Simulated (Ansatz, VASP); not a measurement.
**One calculation of SiC (Moissanite 3C), two programs**

Contents of INCAR:

```
SYSTEM = SiC
ALGO = Normal
EDIFF = 1E-6
EDIFFG = -0.005
ENCUT = 600
GGA = RP
IBRION = 2
ISIF = 3
ISMEAR = -1
IVDW = 12
LASPH = .True.
LCHARG = .False.
LREAL = .False.
LWAVE = .False.
NELM = 60
NSW = 40
PREC = Accurate
SIGMA = 0.05
```

Contents of KPOINTS:

```
k-points
0
Gamma
  10 10 10
  0 0 0
```

Contents of POSCAR:

```
SiC
1.0
    0.0000000000      2.1790000000      2.1790000000
    2.1790000000      0.0000000000      2.1790000000
    2.1790000000      2.1790000000      0.0000000000
Si C
1 1
Direct
    0.0000000000      0.0000000000      0.0000000000
    0.7500000000      0.7500000000      0.7500000000
```

File input.yaml:

```yaml
crystal:
  lattice:
    - [0.0, 2.179, 2.179]
    - [2.179, 0.0, 2.179]
    - [2.179, 2.179, 0.0]
  atoms:
    - { symbol: Si, position: [0.0, 0.0, 0.0] }
    - { symbol: C, position: [0.75, 0.75, 0.75] }
hamiltonian:
  xc: rpbe
  pseudopotentials: { kind: paw }
  dispersion: d3bj
kpoints:
  mp_grid: { grid: [10, 10, 10] }
scf:
  occupations: { method: fermi_dirac, width: 0.05 }
output:
  forces: true
  stress: true
relax:
  f_tol: 0.01
  max_steps: 40
  cell: { stress_tol: 0.05 }
```

Alike in both runs: task relaxation of cell and atoms; functional RPBE; dispersion D3(BJ); k mesh 10 × 10 × 10; occupations fermi-dirac, width 0.05 eV; no spin polarisation.

|  | VASP | Ansatz |
| --- | --- | --- |
| version | VASP 6.6.1 | Ansatz 0.2.0 |
| potentials or method | VASP PAW PBE potentials, release 64 (Si, C) | Ansatz PAW |
| plane-wave cutoff (eV) | 600 | 420 |
| valence electrons in the cell | 8 | 8 |

Ansatz gave:

| Item | Value |
| --- | --- |
| relaxed volume (Å³/atom) | 9.63 |
| relaxed cell length with the largest relative difference (Å) | 3.008 |
| energy change over the relaxation (meV/atom) | -37 |

Question: Which values does VASP return?

Answer: Relaxed volume (Å³/atom): 9.59; relaxed cell length with the largest relative difference (Å): 3.005; energy change over the relaxation (meV/atom): -41.

Caveats: the PAW data sets were made with another functional, which shifts forces and pressure a little (VASP); the plane-wave basis is chosen anew once the cell has moved, so the energies of steps on either side of that aren't comparable (Ansatz); the PAW data sets come from PBE, with cores solved anew for the run's functional, which leaves a small shift of forces and pressure (Ansatz). A k mesh can miss the band edges. RPBE gaps usually lie below the measured ones, often by a third to a half.
